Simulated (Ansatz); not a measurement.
## Ionic part of the dielectric constant of AlN at 40 GPa, mode by mode

Computed with Ansatz, DFT PBEsol, scalar-relativistic, plane waves, PAW. Plane waves to 420 eV; Γ-centred k mesh 10×10×10; fixed occupations. No spin polarisation. Phonons by linear response, acoustic sum rule imposed.

It takes space group F-43m (No. 216, cubic). Conventional cell: a = 4.164 Å, b = 4.164 Å, c = 4.164 Å, α = 90.00°, β = 90.00°, γ = 90.00°. Al (site symmetry -43m) has 4 N at 1.80 Å as nearest neighbours. N (site symmetry -43m) has 4 Al at 1.80 Å as nearest neighbours.

Other phases may be more stable at this pressure.

The primitive cell has V = 18.06 Å³ and ε∞,zz = 4.431. Each polar mode adds Δε = (4.92064×10⁷/V)·S/ν² along z, with S its oscillator strength in e²/amu, ν in cm⁻¹ and V in Å³.

Question: From these modes, find each Δε and ε0,zz.
| ν (cm⁻¹) | S_zz (e²/amu) |
| --- | --- |
| 797.4 | 0.6937 |

Answer:
```
ν (cm⁻¹)    Δε
   797.4  2.97
```

The sum is 2.973, so ε0,zz = 7.40; the run's tensor has 7.40.

Question: Where do the longitudinal modes lie for a wave vector along z?

Answer: At 1031 cm⁻¹. The Lyddane–Sachs–Teller product Π(ν_LO/ν_TO)² = 1.67 matches ε0/ε∞ = 1.67.

This zinc-blende form isn't the usual stable structure of the compound at low pressure.

Cost: 1 run of about 0.25 core-minutes, on Intel Xeon Platinum 8488C (Sapphire Rapids) (shared hosts).